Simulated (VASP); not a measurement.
# MgS (distorted wurtzite): one PBEsol single-point calculation in two programs

```
CELL_PARAMETERS angstrom
3.96630 0.08710 -0.02660
-1.90770 3.34390 -0.04200
-0.04270 -0.10230 6.50480
ATOMIC_POSITIONS crystal
Mg 0.34400 0.67090 0.96180
Mg 0.71920 0.42960 0.47970
S 0.40390 0.74610 0.37690
S 0.69680 0.27660 0.87560
```

Each program uses its own PAW datasets. VASP's cell holds 16 valence electrons and Ansatz's 32. Ansatz's stress includes a Pulay correction; VASP's doesn't.

Cutoffs: 520 eV in VASP, 420 eV in Ansatz. k meshes: 6×6×4 and 6×6×4.

```json
{"": "gap between bands v and c on the k mesh", "VASP": "3.03 eV", "Ansatz": "3.03 eV"}
{"": "least direct gap on the k mesh", "VASP": "3.03 eV", "Ansatz": "3.03 eV"}
{"": "pressure", "VASP": "4.4 GPa", "Ansatz": "4.4 GPa"}
{"": "largest force", "VASP": "2.70 eV/Å", "Ansatz": "2.68 eV/Å"}
```

Forces (eV/Å), VASP:

```
atom      Fx      Fy      Fz
  Mg   0.591  -1.964   1.355
  Mg   1.437  -0.587   0.683
   S  -1.442   0.167  -0.907
   S  -0.586   2.384  -1.131
```

Ansatz:

```json
{"atom": "Mg", "Fx": "0.591", "Fy": "-1.942", "Fz": "1.347"}
{"atom": "Mg", "Fx": "1.426", "Fy": "-0.582", "Fz": "0.679"}
{"atom": "S", "Fx": "-1.431", "Fy": "0.163", "Fz": "-0.904"}
{"atom": "S", "Fx": "-0.585", "Fy": "2.361", "Fz": "-1.122"}
```
